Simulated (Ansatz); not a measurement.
Structure search: one Ge candidate

Computed with DFT PBE, scalar-relativistic, plane waves, PAW (Ansatz 0.2.0). Cutoff 420 eV, Gaussian smearing, Γ-centred meshes. Cell and atoms relax first on a coarse mesh and then on a finer one. In between, the cell is made exact in the group found at 0.06 Å. In metals the finer mesh still leaves noise of several meV/atom or more. The steps can't lower the symmetry of their start. No spin polarisation.

The guess for Ge was made by a generator: 4-, 6-connected net of one element (P-6m2, No. 187). The dimensions are guesses.

```xyz
3
Lattice="3.3324 0.0000 0.0000 -1.6662 2.8860 0.0000 0.0000 0.0000 5.2532" Properties=species:S:1:pos:R:3 pbc="T T T"
Ge    1.6662    0.9620    3.8084
Ge    1.6662    0.9620    1.4448
Ge    0.0000    0.0000    0.0000
```

Energies count from the standard state of Ge at the same level.

Problem. Which structure results?

Solution. The symmetry stays P-6m2 (No. 187). The volume per atom grows by 42.6 %, from 16.8 to 24.0 Å³. The shortest distance goes from 2.36 Å (Ge–Ge) to 2.64 Å (Ge–Ge). The energy falls by about 0.50 eV/atom (the start's value is from the coarse mesh). Conventional cell: a = 3.827 Å, c = 5.682 Å. Around Ge on a site of symmetry 3m lie 5 Ge at 2.64–2.90 Å; around Ge on a site of symmetry -6m2 lie 6 Ge at 2.64 Å.

```xyz
3
Lattice="3.8265 0.0000 0.0000 -1.9133 3.3139 0.0000 0.0000 0.0000 5.6824" Properties=species:S:1:pos:R:3 pbc="T T T"
Ge    1.9133    1.1046    4.2311
Ge    1.9133    1.1046    1.4513
Ge    0.0000    0.0000    0.0000
```

Problem. Give its energy and gap.

Solution. The energy over the standard state is +0.33 eV/atom and the gap on the 12×12×8 mesh of the 3-atom cell is 0 eV (a metal).

So it is a metastable form at best.

The last run used Gaussian smearing of 0.10 eV. A structure relaxed within its symmetry needn't be a true minimum. Another cell of Ge relaxed alike, in Pmma, lies 199 meV/atom lower, so this cell isn't the stable form at this level.
